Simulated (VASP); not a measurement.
# Cs2AgBiBr6 (Fm-3m) in VASP: notebook

Aim: see how the results for Cs2AgBiBr6 move with the level of theory and the settings. Levels: PBE, r2SCAN. Tasks: relaxation of cell and atoms.

Program: VASP 6.6.1. These are calculated values, not measurements. Logs are shortened: lines on timing, memory, paths and dates and some standing lists are left out, and cuts for length are marked.

**1. The crystal as given**

The structure is cubic, space group Fm-3m (No. 225). The conventional cell has a = 11.232 Å, b = 11.232 Å, c = 11.232 Å, α = 90.00°, β = 90.00°, γ = 90.00°. Cs (site symmetry -43m) has 12 Br at 3.97 Å as nearest neighbours. Around Ag (site symmetry m-3m) lie 6 Br at 2.80 Å. Around Bi (site symmetry m-3m) lie 6 Br at 2.81 Å. Br (site symmetry 4mm) has 1 Ag at 2.80 Å and 1 Bi at 2.81 Å as nearest neighbours.

**2. Relaxation of cell and atoms, PBE**

Input file INCAR:

```
PREC     = Accurate       # precision mode
ENCUT    = 600            # plane-wave cutoff, eV
EDIFF    = 1E-6           # SCF threshold, eV
ISMEAR   = 0              # smearing method
SIGMA    = 0.03           # smearing width, eV
LREAL    = False          # projectors in reciprocal space
LASPH    = True           # aspherical terms in the spheres
NELM     = 80             # most SCF steps
ALGO     = Normal         # electronic algorithm
ISIF     = 3              # what is computed and relaxed
LWAVE    = False          # write WAVECAR
LCHARG   = False          # write CHGCAR
GGA      = PE             # functional
IBRION   = 2              # ionic algorithm
NSW      = 90             # ionic steps
EDIFFG   = -0.01          # ionic threshold
KPAR     = 2
```

Input file KPOINTS:

```
Automatic mesh
0
Gamma
  4 4 4
```

Input file POSCAR:

```
Cs2AgBiBr6
1.0
    0.0000000000      5.6161000000      5.6161000000
    5.6161000000      0.0000000000      5.6161000000
    5.6161000000      5.6161000000      0.0000000000
Cs Ag Bi Br
2 1 1 6
Direct
    0.2500000000      0.2500000000      0.2500000000
    0.7500000000      0.7500000000      0.7500000000
    0.5000000000      0.5000000000      0.5000000000
    0.0000000000      0.0000000000      0.0000000000
    0.2505500000      0.7494500000      0.2505500000
    0.2505500000      0.7494500000      0.7494500000
    0.7494500000      0.2505500000      0.7494500000
    0.7494500000      0.2505500000      0.2505500000
    0.2505500000      0.2505500000      0.7494500000
    0.7494500000      0.7494500000      0.2505500000
```

Potentials or basis: VASP PAW PBE potentials, release 64 (Cs_sv, Ag, Bi_d, Br).

Command:

```
$ cat potpaw_PBE.64/Cs_sv/POTCAR potpaw_PBE.64/Ag/POTCAR potpaw_PBE.64/Bi_d/POTCAR potpaw_PBE.64/Br/POTCAR > POTCAR
$ mpirun -np 2 vasp_std > vasp.out
```

OUTCAR:

```text
PREC = Accurate
   ENCUT = 600
   EDIFF = 1E-6
   ISMEAR = 0
   LREAL = False
   LASPH = True
   NELM = 80
   ISIF = 3
   GGA = PE
   IBRION = 2
   NSW = 90
   EDIFFG = -0.01

 ion  position               nearest neighbor table
   1  0.250  0.250  0.250-
   2  0.750  0.750  0.750-
   3  0.500  0.500  0.500-   5 2.80   6 2.80   7 2.80   8 2.80   9 2.80  10 2.80
   4  0.000  0.000  0.000-   5 2.81   6 2.81   7 2.81   8 2.81   9 2.81  10 2.81
   5  0.251  0.749  0.251-   3 2.80   4 2.81
   6  0.251  0.749  0.749-   3 2.80   4 2.81
   7  0.749  0.251  0.749-   3 2.80   4 2.81
   8  0.749  0.251  0.251-   3 2.80   4 2.81
   9  0.251  0.251  0.749-   3 2.80   4 2.81
  10  0.749  0.749  0.251-   3 2.80   4 2.81

  LATTYP: Found a face centered cubic cell.
 ALAT       =    11.2322000000

  Lattice vectors:

 A1 = (   0.0000000000,   5.6161000000,   5.6161000000)
 A2 = (   5.6161000000,   0.0000000000,   5.6161000000)
 A3 = (   5.6161000000,   5.6161000000,   0.0000000000)

Analysis of symmetry for initial positions (statically):
=====================================================================
 Subroutine PRICEL returns:
 Original cell was already a primitive cell.

 Routine SETGRP: Setting up the symmetry group for a
 face centered cubic supercell.

 Subroutine GETGRP returns: Found 48 space group operations
 (whereof 48 operations were pure point group operations)
 out of a pool of 48 trial point group operations.

The static configuration has the point symmetry O_h .

Analysis of symmetry for dynamics (positions and initial velocities):
=====================================================================
 Subroutine PRICEL returns:
 Original cell was already a primitive cell.

 Routine SETGRP: Setting up the symmetry group for a
 face centered cubic supercell.

 Subroutine GETGRP returns: Found 48 space group operations
 (whereof 48 operations were pure point group operations)
 out of a pool of 48 trial point group operations.

The dynamic configuration has the point symmetry O_h .

 Subroutine INISYM returns: Found 48 space group operations
 (whereof 48 operations are pure point group operations),
 and found     1 'primitive' translations

----------------------------------------------------------------------------------------

                                     Primitive cell

  volume of cell :     354.2701

  direct lattice vectors                    reciprocal lattice vectors
     0.000000000  5.616100000  5.616100000    -0.089029754  0.089029754  0.089029754
     5.616100000  0.000000000  5.616100000     0.089029754 -0.089029754  0.089029754
[... 77 lines left out ...]
   ICHARG =      2    charge: 1-file 2-atom 10-const
   ISPIN  =      1    spin polarized calculation?
   LNONCOLLINEAR =      F non collinear calculations
   LSORBIT =      F    spin-orbit coupling
   LASPH  =      T    aspherical Exc in radial PAW
   ENCUT  =  600.0 eV  44.10 Ry    6.64 a.u.  15.86 15.86 15.86*2*pi/ulx,y,z
   NELM   =     80;   NELMIN=  2; NELMDL= -5     # of ELM steps
   EDIFF  = 0.1E-05   stopping-criterion for ELM
   LREAL  =      F    real-space projection
   EDIFFG = -.1E-01   stopping-criterion for IOM
   NSW    =     90    number of steps for IOM
   IBRION =      2    ionic relax: 0-MD 1-quasi-New 2-CG
   NFREE  =      1    steps in history (QN), initial steepest desc. (CG)
   ISIF   =      3    stress and relaxation
   ISYM   =      2    0-nonsym 1-usesym 2-fastsym
   POTIM  = 0.5000    time-step for ionic-motion
   TEBEG  =    0.0;   TEEND  =   0.0 temperature during run
   PSTRESS=    0.0 pullay stress
   NELECT =      86.0000    total number of electrons
   NUPDOWN=      -1.0000    fix difference up-down
   EMIN   =  10.00;   EMAX   =-10.00  energy-range for DOS
   EFERMI =   0.00;   METHOD = LEGACY
   ISMEAR =     0;   SIGMA  =   0.03  broadening in eV -4-tet -1-fermi 0-gaus
   EFERMI_NEDOS =   21; number of points for ismear=-14 and -15
   IALGO  =     38    algorithm
   IMIX   =      4    mixing-type and parameters
     AMIX     =   0.40;   BMIX     =  1.00
     AMIX_MAG =   1.60;   BMIX_MAG =  1.00
  volume/ion in A,a.u.               =      35.43       239.07
  Fermi-wavevector in a.u.,A,eV,Ry     =   1.021244  1.929871 14.190049  1.042939
  Thomas-Fermi vector in A             =   2.154858
   LORBIT       =      0    0 simple, 1 ext, 2 COOP (PROOUT), +10 PAW based schemes
   GGA     = PE    functional components
   LHFCALC =     F    Hartree Fock is set to
   AEXX    =    0.0000 exact exchange contribution
   IVDW    =     0    specifies the selected vdW correction
   LEPSILON=     F    determine dielectric tensor
   LRPA    =     F    only Hartree local field effects (RPA)
 conjugate gradient relaxation of ions
 non-spin polarized calculation
 Gauss-broadening in eV      SIGMA  =   0.03
  energy-cutoff  :      600.00
  volume of cell :      354.27
 maximum number of plane-waves:     11858
   NGX = 31   NGY = 31   NGZ = 31

--------------------------------------- Ionic step        1  -------------------------------------------

 number of electron      85.9999996 magnetization

 Free energy of the ion-electron system (eV)
  ---------------------------------------------------
  ext. energy  EPLUGINS =         0.00000000
  ---------------------------------------------------
  free energy    TOTEN  =       -29.47640601 eV

  energy without entropy =      -29.47640601  energy(sigma->0) =      -29.47640601

------------------------ aborting loop because EDIFF is reached ----------------------------------------

  FORCE on cell =-STRESS in cart. coord.  units (eV):
  Direction    XX          YY          ZZ          XY          YZ          ZX
  --------------------------------------------------------------------------------------
  -------------------------------------------------------------------------------------
  Total        4.1278847      4.1278847      4.1278847      0.0000000     -0.0000000      0.0000000
  in kB       18.6682516     18.6682516     18.6682516      0.0000000     -0.0000000      0.0000000
  external PRESSURE =      18.6682516 kB  Pullay stress =       0.0000000 kB
[... 207 lines left out ...]
--------------------------------------- Ionic step        6  -------------------------------------------

 number of electron      86.0000006 magnetization

 Free energy of the ion-electron system (eV)
  ---------------------------------------------------
  ext. energy  EPLUGINS =         0.00000000
  ---------------------------------------------------
  free energy    TOTEN  =       -29.61401722 eV

  energy without entropy =      -29.61401722  energy(sigma->0) =      -29.61401722

 E-fermi :   0.9484     XC(G=0):  -7.8877

 val. band max:        0.7866750865   @ k =   0.5000   0.5000   0.0000
 cond. band min:       2.1138455703   @ k =   0.5000   0.0000   0.0000
 fundamental gap:      1.3271704839
 Fermi energy:         0.9483750943

 k-point     1 :       0.0000    0.0000    0.0000
  band No.  band energies     occupation
      1     -22.2288      2.00000
      2     -22.2288      2.00000
      3     -22.2055      2.00000
      4     -22.2055      2.00000
      5     -22.2055      2.00000
      6     -19.8490      2.00000
[... 458 lines left out ...]
  FREE ENERGIE OF THE ION-ELECTRON SYSTEM (eV)
  ---------------------------------------------------
  free  energy   TOTEN  =       -29.6140172236 eV

  energy  without entropy=      -29.6140172236  energy(sigma->0) =      -29.61401722

 reached required accuracy - stopping structural energy minimisation
```

CONTCAR:

```text
Cs2AgBiBr6
   1.00000000000000
     0.0000000000000000    5.7367194130748045    5.7367194130748045
     5.7367194130748045    0.0000000000000000    5.7367194130748045
     5.7367194130748045    5.7367194130748045   -0.0000000000000000
  Cs              Ag              Bi              Br
     2     1     1     6
Direct
     0.2500000000000000    0.2500000000000000    0.2500000000000000
     0.7500000000000000    0.7500000000000000    0.7500000000000000
     0.5000000000000000    0.5000000000000000    0.5000000000000000
     0.0000000000000000    0.0000000000000000    0.0000000000000000
     0.2513592070694476    0.7486407929305524    0.2513592070694476
     0.2513592070694476    0.7486407929305524    0.7486407929305524
     0.7486407929305524    0.2513592070694476    0.7486407929305524
     0.7486407929305524    0.2513592070694476    0.2513592070694476
     0.2513592070694476    0.2513592070694476    0.7486407929305524
     0.7486407929305524    0.7486407929305524    0.2513592070694476

  0.00000000E+00  0.00000000E+00  0.00000000E+00
  0.00000000E+00  0.00000000E+00  0.00000000E+00
  0.00000000E+00  0.00000000E+00  0.00000000E+00
  0.00000000E+00  0.00000000E+00  0.00000000E+00
  0.00000000E+00  0.00000000E+00  0.00000000E+00
  0.00000000E+00  0.00000000E+00  0.00000000E+00
  0.00000000E+00  0.00000000E+00  0.00000000E+00
  0.00000000E+00  0.00000000E+00  0.00000000E+00
  0.00000000E+00  0.00000000E+00  0.00000000E+00
  0.00000000E+00  0.00000000E+00  0.00000000E+00
```

It took 9.1 min on 2 MPI ranks of Intel Xeon Platinum 8488C (Sapphire Rapids), shared host; peak memory 0.74 GiB.

What came out:

* Free energy: -29.6140 eV
* Relaxed volume: 37.76 Å³/atom
* Relaxed cell: a = 8.113 Å, b = 8.113 Å, c = 8.113 Å, α = 60.00°, β = 60.00°, γ = 60.00°
* Space group after relaxing (to 0.05 Å): Fm-3m (No. 225)
* Energy gained by relaxing: 13.8 meV/atom
* Ionic steps: 6
* Pressure after relaxing: 0.0 GPa
* Largest force after relaxing: 0.006 eV/Å
* Band gap on the k mesh: 1.33 eV, indirect (least direct gap 2.38 eV)

Forces in eV/Å, atoms in the order of the input:
```
Cs   0.000  0.000  0.000
Cs   0.000  0.000  0.000
Ag   0.000  0.000  0.000
Bi   0.000  0.000  0.000
Br   0.000  0.006  0.000
Br  -0.006  0.000  0.000
Br   0.000 -0.006  0.000
Br   0.006  0.000  0.000
Br   0.000  0.000  0.006
Br   0.000  0.000 -0.006
```

The path:
```csv
step,energy change (eV),largest force (eV/Å),pressure (GPa),volume (Å³)
1,0.0000,0.2944,1.87,354.27
2,-0.1367,0.0207,0.10,375.86
3,-0.1370,0.0353,0.02,377.00
4,-0.1370,0.0292,0.05,376.53
5,-0.1373,0.0193,0.04,376.84
6,-0.1376,0.0058,0.02,377.59
```

Final structure:
```xyz
10
Lattice="0.0000 5.7367 5.7367 5.7367 0.0000 5.7367 5.7367 5.7367 0.0000" Properties=species:S:1:pos:R:3 pbc="T T T"
Cs    2.8684    2.8684    2.8684
Cs    8.6051    8.6051    8.6051
Ag    5.7367    5.7367    5.7367
Bi    0.0000    0.0000    0.0000
Br    5.7367    2.8840    5.7367
Br    8.5895    5.7367    5.7367
Br    5.7367    8.5895    5.7367
Br    2.8840    5.7367    5.7367
Br    5.7367    5.7367    2.8840
Br    5.7367    5.7367    8.5895
```

Levels at points of the mesh, in eV from the valence-band top:
```csv
k point,band 39,band 40,band 41,band 42,band 43,band 44,band 45,band 46,band 47,band 48
"(0.00, 0.00, 0.00)",-0.99,-0.99,-0.99,-0.56,-0.56,2.33,2.33,2.33,3.71,4.80
"(0.50, 0.00, 0.00)",-1.27,-1.26,-1.26,-1.05,-1.05,1.33,3.54,3.54,5.05,5.21
"(0.50, 0.50, 0.00)",-1.33,-1.33,-1.00,-0.56,0.00,2.76,2.76,3.08,4.29,5.35
```

Caveat: spin-orbit coupling is left out, which as a rule narrows the gap of such compounds by several tenths of an eV.

**3. Relaxation of cell and atoms, PBE**

This run uses another cell than the first one, of 37.76 Å³/atom, 1.066 times its volume.

Edit INCAR of step 2 so:

```diff
@@ -2,3 +2,3 @@
 ENCUT    = 600            # plane-wave cutoff, eV
-EDIFF    = 1E-6           # SCF threshold, eV
+EDIFF    = 1E-7           # SCF threshold, eV
 ISMEAR   = 0              # smearing method
@@ -15,3 +15,3 @@
 NSW      = 90             # ionic steps
-EDIFFG   = -0.01          # ionic threshold
+EDIFFG   = -0.005         # ionic threshold
 KPAR     = 2
```

KPOINTS is that of step 2.

Input file POSCAR:

```
Cs2AgBiBr6                              
1.0
    0.0000000000      5.7367194131      5.7367194131
    5.7367194131      0.0000000000      5.7367194131
    5.7367194131      5.7367194131     -0.0000000000
  Cs              Ag              Bi              Br            
     2     1     1     6
Direct
     0.2500000000000000    0.2500000000000000    0.2500000000000000
     0.7500000000000000    0.7500000000000000    0.7500000000000000
     0.5000000000000000    0.5000000000000000    0.5000000000000000
     0.0000000000000000    0.0000000000000000    0.0000000000000000
     0.2513592070694476    0.7486407929305524    0.2513592070694476
     0.2513592070694476    0.7486407929305524    0.7486407929305524
     0.7486407929305524    0.2513592070694476    0.7486407929305524
     0.7486407929305524    0.2513592070694476    0.2513592070694476
     0.2513592070694476    0.2513592070694476    0.7486407929305524
     0.7486407929305524    0.7486407929305524    0.2513592070694476
```

Potentials or basis: VASP PAW PBE potentials, release 64 (Cs_sv, Ag, Bi_d, Br).

Command:

```
$ cat potpaw_PBE.64/Cs_sv/POTCAR potpaw_PBE.64/Ag/POTCAR potpaw_PBE.64/Bi_d/POTCAR potpaw_PBE.64/Br/POTCAR > POTCAR
$ mpirun -np 2 vasp_std > vasp.out
```

Run time: 5.1 min. Hardware: 2 MPI ranks of Intel Xeon Platinum 8488C (Sapphire Rapids), shared host; peak memory 0.85 GiB.

The run converged. Its results:

- Free energy: -29.6159 eV
- Relaxed volume: 37.79 Å³/atom
- Relaxed cell: a = 8.115 Å, b = 8.115 Å, c = 8.115 Å, α = 60.00°, β = 60.00°, γ = 60.00°
- Space group after relaxing (to 0.05 Å): Fm-3m (No. 225)
- Energy gained by relaxing: 0.0 meV/atom
- Ionic steps: 2
- Pressure after relaxing: 0.0 GPa
- Band gap on the k mesh: 1.33 eV, indirect (least direct gap 2.38 eV)

Final structure:
```
Cs Ag Bi Br
1.0
     0.00000    5.73852    5.73852
     5.73852    0.00000    5.73852
     5.73852    5.73852    0.00000
Cs Ag Bi Br
2 1 1 6
Direct
  0.25000 0.25000 0.25000
  0.75000 0.75000 0.75000
  0.50000 0.50000 0.50000
  0.00000 0.00000 0.00000
  0.25138 0.74862 0.25138
  0.25138 0.74862 0.74862
  0.74862 0.25138 0.74862
  0.74862 0.25138 0.25138
  0.25138 0.25138 0.74862
  0.74862 0.74862 0.25138
```

Levels at points of the mesh, in eV from the valence-band top:
| k point | band 39 | band 40 | band 41 | band 42 | band 43 | band 44 | band 45 | band 46 | band 47 | band 48 |
| --- | --- | --- | --- | --- | --- | --- | --- | --- | --- | --- |
| (0.00, 0.00, 0.00) | -0.99 | -0.99 | -0.99 | -0.56 | -0.56 | 2.33 | 2.33 | 2.33 | 3.71 | 4.81 |
| (0.50, 0.00, 0.00) | -1.27 | -1.26 | -1.26 | -1.05 | -1.05 | 1.33 | 3.54 | 3.54 | 5.05 | 5.22 |
| (0.50, 0.50, 0.00) | -1.32 | -1.32 | -1.00 | -0.56 | 0.00 | 2.76 | 2.76 | 3.08 | 4.28 | 5.35 |

Caveat: spin-orbit coupling is left out, which as a rule narrows the gap of such compounds by several tenths of an eV. A hybrid or GW would open this gap; PBE tends to underestimate it.

**4. Relaxation of cell and atoms, r2SCAN**

Input file INCAR:

```
SYSTEM = Cs2AgBiBr6
PREC = Accurate
ENCUT = 600
EDIFF = 1E-6
ISMEAR = 0
SIGMA = 0.03
LREAL = .False.
LASPH = .True.
NELM = 80
ALGO = Normal
ISIF = 3
LWAVE = .False.
LCHARG = .False.
METAGGA = R2SCAN
LMIXTAU = .True.
IBRION = 2
NSW = 90
EDIFFG = -0.01
KPAR = 2
```

Input file KPOINTS:

```
regular mesh
0
Gamma
  4 4 4
  0 0 0
```

Input file POSCAR:

```
Cs2AgBiBr6
1.0
    0.0000000000      5.6161000000      5.6161000000
    5.6161000000      0.0000000000      5.6161000000
    5.6161000000      5.6161000000      0.0000000000
Cs Ag Bi Br
2 1 1 6
Direct
    0.2500000000      0.2500000000      0.2500000000
    0.7500000000      0.7500000000      0.7500000000
    0.5000000000      0.5000000000      0.5000000000
    0.0000000000      0.0000000000      0.0000000000
    0.2505500000      0.7494500000      0.2505500000
    0.2505500000      0.7494500000      0.7494500000
    0.7494500000      0.2505500000      0.7494500000
    0.7494500000      0.2505500000      0.2505500000
    0.2505500000      0.2505500000      0.7494500000
    0.7494500000      0.7494500000      0.2505500000
```

Command:

```
$ cat potpaw_PBE.64/Cs_sv/POTCAR potpaw_PBE.64/Ag/POTCAR potpaw_PBE.64/Bi_d/POTCAR potpaw_PBE.64/Br/POTCAR > POTCAR
$ mpirun -np 2 vasp_std > vasp.out
```

Run time: 26 min. Hardware: 2 MPI ranks of Intel Xeon Platinum 8488C (Sapphire Rapids), shared host; peak memory 0.85 GiB.

The run converged. Its results:

```
Free energy                            : -222.5272 eV
Relaxed volume                         : 36.49 Å³/atom
Relaxed cell                           : a = 8.021 Å, b = 8.021 Å, c = 8.021 Å, α = 60.00°, β = 60.00°, γ = 60.00°
Space group after relaxing (to 0.05 Å) : Fm-3m (No. 225)
Energy gained by relaxing              : 4.4 meV/atom
Ionic steps                            : 5
Pressure after relaxing                : 0.0 GPa
Band gap on the k mesh                 : 1.65 eV, indirect (least direct gap 2.79 eV)
```

Step by step:
| step | energy change (eV) | largest force (eV/Å) | pressure (GPa) | volume (Å³) |
| --- | --- | --- | --- | --- |
| 1 | 0.0000 | 0.2477 | 1.02 | 354.27 |
| 2 | -0.0435 | 0.0227 | -0.05 | 365.94 |
| 3 | -0.0436 | 0.0274 | -0.03 | 365.67 |
| 4 | -0.0438 | 0.0178 | -0.02 | 365.39 |
| 5 | -0.0439 | 0.0005 | 0.00 | 364.89 |

Final structure:
```xyz
10
Lattice="0.0000 5.6717 5.6717 5.6717 0.0000 5.6717 5.6717 5.6717 0.0000" Properties=species:S:1:pos:R:3 pbc="T T T"
Cs    2.8358    2.8358    2.8358
Cs    8.5075    8.5075    8.5075
Ag    5.6717    5.6717    5.6717
Bi    0.0000    0.0000    0.0000
Br    5.6717    2.8576    5.6717
Br    8.4857    5.6717    5.6717
Br    5.6717    8.4857    5.6717
Br    2.8576    5.6717    5.6717
Br    5.6717    5.6717    2.8576
Br    5.6717    5.6717    8.4857
```

Levels at points of the mesh, in eV from the valence-band top:
| k point | band 41 | band 42 | band 43 | band 44 | band 45 | band 46 |
| --- | --- | --- | --- | --- | --- | --- |
| (0.00, 0.00, 0.00) | -1.25 | -0.65 | -0.65 | 2.63 | 2.63 | 2.63 |
| (0.50, 0.00, 0.00) | -1.40 | -1.24 | -1.24 | 1.65 | 3.89 | 3.89 |
| (0.50, 0.50, 0.00) | -1.26 | -0.65 | 0.00 | 3.08 | 3.08 | 3.40 |

Caveat: the PAW data sets were made with another functional, which shifts forces and pressure a little; spin-orbit coupling is left out, which as a rule narrows the gap of such compounds by several tenths of an eV.

(Continued in part 2 of 2.)
